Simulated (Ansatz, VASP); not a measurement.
## Two plane-wave programs on SiHC

The input INCAR:

```
PREC = Accurate ; ENCUT = 520
EDIFF = 1E-6 ; ISMEAR = 0
SIGMA = 0.2 ; LREAL = False
LASPH = True ; NELM = 80
ALGO = Normal ; ISIF = 2
LWAVE = False ; LCHARG = True
GGA = PE ; LELF = True
LVHAR = True ; NBANDS = 18
```

KPOINTS

```
Automatic mesh
0
Gamma
  12 12 4
```

Contents of POSCAR:

```
SiHC
1.0
    3.0296971682      0.0000000000      0.0000000000
   -1.5148485841      2.6237947134      0.0000000000
    0.0000000000      0.0000000000      5.2742268086
Si H C
2 2 2
Direct
    0.3333333333      0.6666666667      0.2500000000
    0.3333333333      0.6666666667      0.7500000000
    0.6666666667      0.3333333333      0.2500000000
    0.6666666667      0.3333333333      0.7500000000
    0.0000000000      0.0000000000      0.0000000000
    0.0000000000      0.0000000000      0.5000000000
```

Input for Ansatz:

```yaml
crystal:
  lattice:
    - [3.0296971682, 0.0, 0.0]
    - [-1.5148485841, 2.6237947134, 0.0]
    - [0.0, 0.0, 5.2742268086]
  atoms:
    - { symbol: Si, position: [0.3333333333, 0.6666666667, 0.25] }
    - { symbol: Si, position: [0.3333333333, 0.6666666667, 0.75] }
    - { symbol: H, position: [0.6666666667, 0.3333333333, 0.25] }
    - { symbol: H, position: [0.6666666667, 0.3333333333, 0.75] }
    - { symbol: C, position: [0.0, 0.0, 0.0] }
    - { symbol: C, position: [0.0, 0.0, 0.5] }
basis:
  ecutwfc: 420
kpoints:
  mp_grid: { grid: [12, 12, 4] }
hamiltonian:
  xc: pbe
scf:
  occupations: { method: gaussian, width: 0.2 }
  lower_state_search: "off"
output:
  forces: true
  stress: true
  eigenvalues: true
```

Alike in both runs: task single point; functional PBE; k mesh 12 × 12 × 4; occupations gaussian, width 0.2 eV; no spin polarisation.

|  | VASP | Ansatz |
| --- | --- | --- |
| version | VASP 6.6.1 | Ansatz 0.2.0 |
| potentials or method | VASP PAW PBE potentials, release 64 (Si, H, C) | scalar-relativistic, plane waves, PAW |
| plane-wave cutoff (eV) | 520 | 420 |
| valence electrons in the cell | 18 | 18 |

```tsv
	VASP	Ansatz	Ansatz less VASP
gap on the k mesh at the Fermi level (eV)	none	none	-
pressure (GPa)	-0.2	-0.2	-0.02
largest component of the traceless stress (GPa)	4.27	4.28	+0.006
```

A gap of «none» marks a metal or a gap that the smearing closes.
